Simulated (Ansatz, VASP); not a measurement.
## In: VASP beside Ansatz

```
CELL_PARAMETERS angstrom
4.14400 0.00000 0.00000
0.00000 4.14400 0.00000
0.00000 0.00000 4.14400
ATOMIC_POSITIONS crystal
In 0.00000 0.00000 0.00000
```

This isn't the form of In at room conditions, which is tetragonal.

Alike in both runs: task single point; functional PBEsol; dispersion D3(BJ); k mesh 6 × 6 × 6; no spin polarisation.

|  | VASP | Ansatz |
| --- | --- | --- |
| version | VASP 6.6.1 | Ansatz 0.2.0 |
| potentials or method | VASP PAW PBE potentials, release 64 (In_d) | plane waves, PAW |
| plane-wave cutoff (eV) | 520 | 460 |
| occupations | methfessel-paxton of order 1, width 0.1 eV | methfessel-paxton of order 1 |
| valence electrons in the cell | 13 | 13 |

|  | VASP | Ansatz | Ansatz less VASP |
| --- | --- | --- | --- |
| dispersion energy (meV/atom) | -307.3 | -307.4 | -0.10 |
